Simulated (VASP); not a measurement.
# BeTe (F-43m) in VASP: a series of runs

Runs on BeTe. Level: PBE. Tasks: relaxation of cell and atoms.

All numbers are computed with VASP 6.6.1; they aren't measurements. Logs are shortened: lines on timing, memory, paths and dates and some standing lists are left out, and cuts for length are marked.

## (1) The crystal as given

It takes space group F-43m (No. 216, cubic). Conventional cell: a = 5.540 Å, b = 5.540 Å, c = 5.540 Å, α = 90.00°, β = 90.00°, γ = 90.00°. Be (site symmetry -43m) has 4 Te at 2.40 Å as nearest neighbours. Te (site symmetry -43m) has 4 Be at 2.40 Å as nearest neighbours.

## (2) Relaxation of cell and atoms, PBE

INCAR reads:

```
SYSTEM = BeTe
PREC = Accurate
ENCUT = 520
EDIFF = 1E-7
ISMEAR = 0
SIGMA = 0.02
LREAL = .False.
LASPH = .True.
NELM = 60
ALGO = Normal
ISIF = 3
LWAVE = .False.
LCHARG = .False.
GGA = PE
IBRION = 2
NSW = 80
EDIFFG = -0.002
AMIX = 0.2
```

KPOINTS reads:

```
Automatic mesh
0
Gamma
  10 10 10
  0 0 0
```

POSCAR reads:

```
BeTe
1.0
    0.0000000000      2.7700000000      2.7700000000
    2.7700000000      0.0000000000      2.7700000000
    2.7700000000      2.7700000000      0.0000000000
Be Te
1 1
Direct
    0.0000000000      0.0000000000      0.0000000000
    0.2500000000      0.2500000000      0.2500000000
```

Potentials or basis: VASP PAW PBE potentials, release 64 (Be, Te).

The run is started by

```sh
$ cat potpaw_PBE.64/Be/POTCAR potpaw_PBE.64/Te/POTCAR > POTCAR
$ mpirun -np 1 vasp_std > vasp.out
```

OUTCAR:

```text
SYSTEM = BeTe
   PREC = Accurate
   ENCUT = 520
   EDIFF = 1E-7
   ISMEAR = 0
   LREAL = .False.
   LASPH = .True.
   NELM = 60
   ISIF = 3
   GGA = PE
   IBRION = 2
   NSW = 80
   EDIFFG = -0.002
   AMIX = 0.2

 ion  position               nearest neighbor table
   1  0.000  0.000  0.000-   2 2.40   2 2.40   2 2.40   2 2.40
   2  0.250  0.250  0.250-   1 2.40   1 2.40   1 2.40   1 2.40

  LATTYP: Found a face centered cubic cell.
 ALAT       =     5.5400000000

  Lattice vectors:

 A1 = (   0.0000000000,   2.7700000000,   2.7700000000)
 A2 = (   2.7700000000,   0.0000000000,   2.7700000000)
 A3 = (   2.7700000000,   2.7700000000,   0.0000000000)

Analysis of symmetry for initial positions (statically):
=====================================================================
 Subroutine PRICEL returns:
 Original cell was already a primitive cell.

 Routine SETGRP: Setting up the symmetry group for a
 face centered cubic supercell.

 Subroutine GETGRP returns: Found 24 space group operations
 (whereof 24 operations were pure point group operations)
 out of a pool of 48 trial point group operations.

The static configuration has the point symmetry T_d .

Analysis of symmetry for dynamics (positions and initial velocities):
=====================================================================
 Subroutine PRICEL returns:
 Original cell was already a primitive cell.

 Routine SETGRP: Setting up the symmetry group for a
 face centered cubic supercell.

 Subroutine GETGRP returns: Found 24 space group operations
 (whereof 24 operations were pure point group operations)
 out of a pool of 48 trial point group operations.

The dynamic configuration has the point symmetry T_d .

 Subroutine INISYM returns: Found 24 space group operations
 (whereof 24 operations are pure point group operations),
 and found     1 'primitive' translations

----------------------------------------------------------------------------------------

                                     Primitive cell

  volume of cell :      42.5079

  direct lattice vectors                    reciprocal lattice vectors
     0.000000000  2.770000000  2.770000000    -0.180505415  0.180505415  0.180505415
     2.770000000  0.000000000  2.770000000     0.180505415 -0.180505415  0.180505415
     2.770000000  2.770000000  0.000000000     0.180505415  0.180505415 -0.180505415

  length of vectors
     3.917371568  3.917371568  3.917371568     0.312644550  0.312644550  0.312644550

  position of ions in fractional coordinates (direct lattice)
     0.000000000  0.000000000  0.000000000
     0.250000000  0.250000000  0.250000000

  ion indices of the primitive-cell ions
   primitive index   ion index
                 1           1
                 2           2

----------------------------------------------------------------------------------------

 KPOINTS: Automatic mesh

Automatic generation of k-mesh.
 Grid dimensions read from file:
 generate k-points for:   10   10   10

 Generating k-lattice:

  Cartesian coordinates                     Fractional coordinates (reciprocal lattice)
    -0.018050542  0.018050542  0.018050542     0.100000000  0.000000000  0.000000000
     0.018050542 -0.018050542  0.018050542     0.000000000  0.100000000  0.000000000
     0.018050542  0.018050542 -0.018050542     0.000000000  0.000000000  0.100000000

  Length of vectors
     0.031264455  0.031264455  0.031264455

  Shift w.r.t. Gamma in fractional coordinates (k-lattice)
     0.000000000  0.000000000  0.000000000

 Subroutine IBZKPT returns following result:
 ===========================================

 Found     47 irreducible k-points:

 Following reciprocal coordinates:
            Coordinates               Weight
  0.000000  0.000000  0.000000      1.000000
  0.100000  0.000000  0.000000      8.000000
  0.200000  0.000000  0.000000      8.000000
  0.300000  0.000000  0.000000      8.000000
  0.400000  0.000000  0.000000      8.000000
  0.500000  0.000000  0.000000      4.000000
[... 16 lines left out ...]
  0.300000  0.300000  0.000000      6.000000
  0.400000  0.300000  0.000000     24.000000
 [... further k-points ...]
   k-points           NKPTS =     47   k-points in BZ     NKDIM =     47   number of bands    NBANDS=      8
   number of dos      NEDOS =    301   number of ions     NIONS =      2
   total plane-waves  NPLWV =  27000
   dimension x,y,z NGX =    30 NGY =   30 NGZ =   30
   dimension x,y,z NGXF=    60 NGYF=   60 NGZF=   60
   ions per type =               1   1
   NGX,Y,Z   is equivalent  to a cutoff of  12.73, 12.73, 12.73 a.u.
   NGXF,Y,Z  is equivalent  to a cutoff of  25.46, 25.46, 25.46 a.u.
 SYSTEM =  BeTe
   PREC   = accura    normal or accurate (medium, high low for compatibility)
   ISTART =      0    job   : 0-new  1-cont  2-samecut
   ICHARG =      2    charge: 1-file 2-atom 10-const
   ISPIN  =      1    spin polarized calculation?
   LNONCOLLINEAR =      F non collinear calculations
   LSORBIT =      F    spin-orbit coupling
   LASPH  =      T    aspherical Exc in radial PAW
   ENCUT  =  520.0 eV  38.22 Ry    6.18 a.u.   7.28  7.28  7.28*2*pi/ulx,y,z
   NELM   =     60;   NELMIN=  2; NELMDL= -5     # of ELM steps
   EDIFF  = 0.1E-06   stopping-criterion for ELM
   LREAL  =      F    real-space projection
   EDIFFG = -.2E-02   stopping-criterion for IOM
   NSW    =     80    number of steps for IOM
   IBRION =      2    ionic relax: 0-MD 1-quasi-New 2-CG
   NFREE  =      1    steps in history (QN), initial steepest desc. (CG)
   ISIF   =      3    stress and relaxation
   ISYM   =      2    0-nonsym 1-usesym 2-fastsym
   POTIM  = 0.5000    time-step for ionic-motion
   TEBEG  =    0.0;   TEEND  =   0.0 temperature during run
   PSTRESS=    0.0 pullay stress
   NELECT =       8.0000    total number of electrons
   NUPDOWN=      -1.0000    fix difference up-down
   EMIN   =  10.00;   EMAX   =-10.00  energy-range for DOS
   EFERMI =   0.00;   METHOD = LEGACY
   ISMEAR =     0;   SIGMA  =   0.02  broadening in eV -4-tet -1-fermi 0-gaus
   EFERMI_NEDOS =   21; number of points for ismear=-14 and -15
   IALGO  =     38    algorithm
   IMIX   =      4    mixing-type and parameters
     AMIX     =   0.20;   BMIX     =  1.00
     AMIX_MAG =   0.80;   BMIX_MAG =  1.00
  volume/ion in A,a.u.               =      21.25       143.43
  Fermi-wavevector in a.u.,A,eV,Ry     =   0.938170  1.772885 11.975354  0.880164
  Thomas-Fermi vector in A             =   2.065355
   LORBIT       =      0    0 simple, 1 ext, 2 COOP (PROOUT), +10 PAW based schemes
   GGA     = PE    functional components
   LHFCALC =     F    Hartree Fock is set to
   AEXX    =    0.0000 exact exchange contribution
   IVDW    =     0    specifies the selected vdW correction
   LEPSILON=     F    determine dielectric tensor
   LRPA    =     F    only Hartree local field effects (RPA)
 conjugate gradient relaxation of ions
 non-spin polarized calculation
 Gauss-broadening in eV      SIGMA  =   0.02
  energy-cutoff  :      520.00
  volume of cell :       42.51
 maximum number of plane-waves:      1167
 NGX is ok and might be reduce to    30
   NGX = 15   NGY = 15   NGZ = 15

--------------------------------------- Ionic step        1  -------------------------------------------

 number of electron       8.0000000 magnetization

 Free energy of the ion-electron system (eV)
  ---------------------------------------------------
  ext. energy  EPLUGINS =         0.00000000
  ---------------------------------------------------
  free energy    TOTEN  =        -7.58542469 eV

  energy without entropy =       -7.58542469  energy(sigma->0) =       -7.58542469

------------------------ aborting loop because EDIFF is reached ----------------------------------------

  FORCE on cell =-STRESS in cart. coord.  units (eV):
  Direction    XX          YY          ZZ          XY          YZ          ZX
  --------------------------------------------------------------------------------------
  -------------------------------------------------------------------------------------
  Total        1.1805461      1.1805461      1.1805461     -0.0000000     -0.0000000     -0.0000000
  in kB       44.4963338     44.4963338     44.4963338     -0.0000000     -0.0000000     -0.0000000
  external PRESSURE =      44.4963338 kB  Pullay stress =       0.0000000 kB
[... 129 lines left out ...]
  energy  without entropy=       -7.6249689746  energy(sigma->0) =       -7.62496897

--------------------------------------- Ionic step        5  -------------------------------------------

 number of electron       8.0000001 magnetization

 Free energy of the ion-electron system (eV)
  ---------------------------------------------------
  ext. energy  EPLUGINS =         0.00000000
  ---------------------------------------------------
  free energy    TOTEN  =        -7.62497990 eV

  energy without entropy =       -7.62497990  energy(sigma->0) =       -7.62497990

 E-fermi :   5.0279     XC(G=0):  -8.9803

 val. band max:        4.8838008866   @ k =   0.0000   0.0000   0.0000
 cond. band min:       6.9039571462   @ k =   0.5000   0.5000   0.0000
 fundamental gap:      2.0201562596
 Fermi energy:         5.0279386011

 k-point     1 :       0.0000    0.0000    0.0000
  band No.  band energies     occupation
      1      -7.2886      2.00000
      2       4.8838      2.00000
      3       4.8838      2.00000
      4       4.8838      2.00000
      5       8.5093      0.00000
      6       8.5093      0.00000
      7       8.5093      0.00000
      8       8.5664      0.00000
[... 243 lines left out ...]
 k-point    24 :       0.4000    0.3000    0.0000
  band No.  band energies     occupation
      1      -5.9861      2.00000
      2       0.6982      2.00000
      3       2.4552      2.00000
      4       2.7190      2.00000
      5       7.4096      0.00000
      6       8.5832      0.00000
      7      12.3505      0.00000
      8      12.5519      0.00000

 [... further k-points ...]

------------------------ aborting loop because EDIFF is reached ----------------------------------------

  FORCE on cell =-STRESS in cart. coord.  units (eV):
  Direction    XX          YY          ZZ          XY          YZ          ZX
  --------------------------------------------------------------------------------------
  -------------------------------------------------------------------------------------
  Total        0.0022158      0.0022158      0.0022158     -0.0000000      0.0000000     -0.0000000
  in kB        0.0779849      0.0779849      0.0779849     -0.0000000      0.0000000     -0.0000000
  external PRESSURE =       0.0779849 kB  Pullay stress =       0.0000000 kB
[... 17 lines left out ...]
  FREE ENERGIE OF THE ION-ELECTRON SYSTEM (eV)
  ---------------------------------------------------
  free  energy   TOTEN  =        -7.6249798986 eV

  energy  without entropy=       -7.6249798986  energy(sigma->0) =       -7.62497990

 reached required accuracy - stopping structural energy minimisation
```

Run time: 27 s. Hardware: 1 thread of Intel Xeon 6975P-C (Granite Rapids), shared host; peak memory 0.18 GiB.

What came out:

```yaml
Free_energy: -7.6250 eV
Relaxed_volume: 22.76 Å³/atom
Relaxed_cell: a = 4.008 Å, b = 4.008 Å, c = 4.008 Å, α = 60.00°, β = 60.00°, γ = 60.00°
Space_group_after_relaxing_to_0.05_Å: F-43m (No. 216)
Energy_gained_by_relaxing: 19.8 meV/atom
Ionic_steps: 5
Pressure_after_relaxing: 0.0 GPa
Band_gap_on_the_k_mesh: 2.02 eV, indirect (least direct gap 3.63 eV)
```

The path:
| step | energy change (eV) | largest force (eV/Å) | pressure (GPa) | volume (Å³) |
| --- | --- | --- | --- | --- |
| 1 | 0.0000 | 0.0000 | 4.45 | 42.51 |
| 2 | -0.0376 | 0.0000 | -0.85 | 46.24 |
| 3 | -0.0396 | 0.0000 | 0.01 | 45.52 |
| 4 | -0.0395 | 0.0000 | -0.06 | 45.58 |
| 5 | -0.0396 | 0.0000 | 0.01 | 45.52 |

Final structure:
```xyz
2
Lattice="0.0000 2.8340 2.8340 2.8340 0.0000 2.8340 2.8340 2.8340 0.0000" Properties=species:S:1:pos:R:3 pbc="T T T"
Be    0.0000    0.0000    0.0000
Te    1.4170    1.4170    1.4170
```

Levels at points of the mesh, in eV from the valence-band top:
| k point | band 1 | band 2 | band 3 | band 4 | band 5 | band 6 | band 7 | band 8 |
| --- | --- | --- | --- | --- | --- | --- | --- | --- |
| (0.00, 0.00, 0.00) | -12.17 | 0.00 | 0.00 | 0.00 | 3.63 | 3.63 | 3.63 | 3.68 |
| (0.50, 0.00, 0.00) | -10.88 | -5.42 | -1.10 | -1.10 | 3.03 | 4.60 | 4.60 | 7.82 |
| (0.50, 0.50, 0.00) | -10.40 | -5.01 | -2.57 | -2.57 | 2.02 | 2.69 | 9.58 | 9.58 |

Caveat: spin-orbit coupling is left out, which moves the levels of the heavy elements. PBE usually gives volumes a little too large and moduli too small.

## (3) Relaxation of cell and atoms, PBE

This run uses another cell than the first one, of 22.76 Å³/atom, 1.071 times its volume.

INCAR is that of step 2.

KPOINTS is that of step 2.

POSCAR reads:

```
BeTe                                    
1.0
   -0.0000000000      2.8340080023      2.8340080023
    2.8340080023      0.0000000000      2.8340080023
    2.8340080023      2.8340080023      0.0000000000
  Be              Te            
     1     1
Direct
     0.0000000000000000    0.0000000000000000    0.0000000000000000
     0.2500000000000000    0.2500000000000000    0.2500000000000000
```

Potentials or basis: VASP PAW PBE potentials, release 64 (Be, Te).

The run is started by

```sh
$ cat potpaw_PBE.64/Be/POTCAR potpaw_PBE.64/Te/POTCAR > POTCAR
$ mpirun -np 1 vasp_std > vasp.out
```

Wall time 8.9 s (1 thread of Intel Xeon 6975P-C (Granite Rapids), shared host); peak memory 0.17 GiB.

It converged, with:

* Free energy: -7.6251 eV
* Pressure after relaxing: 0.0 GPa
* Band gap on the k mesh: 2.02 eV, indirect (least direct gap 3.63 eV)

Final structure:
```yaml
crystal:
  lattice:
    - [0.00000, 2.83401, 2.83401]
    - [2.83401, 0.00000, 2.83401]
    - [2.83401, 2.83401, 0.00000]
  atoms:
    - { symbol: Be, position: [0.00000, 0.00000, 0.00000] }
    - { symbol: Te, position: [0.25000, 0.25000, 0.25000] }
```

Levels at points of the mesh, in eV from the valence-band top:
```csv
k point,band 1,band 2,band 3,band 4,band 5,band 6,band 7,band 8
"(0.00, 0.00, 0.00)",-12.17,0.00,0.00,0.00,3.63,3.63,3.63,3.68
"(0.50, 0.00, 0.00)",-10.88,-5.42,-1.10,-1.10,3.03,4.60,4.60,7.82
"(0.50, 0.50, 0.00)",-10.40,-5.01,-2.57,-2.57,2.02,2.69,9.58,9.58
```

Caveat: the relaxation stopped at its first step, so nothing moved; spin-orbit coupling is left out, which moves the levels of the heavy elements. Expect the measured gap to be larger: semilocal functionals such as PBE lack the derivative discontinuity.
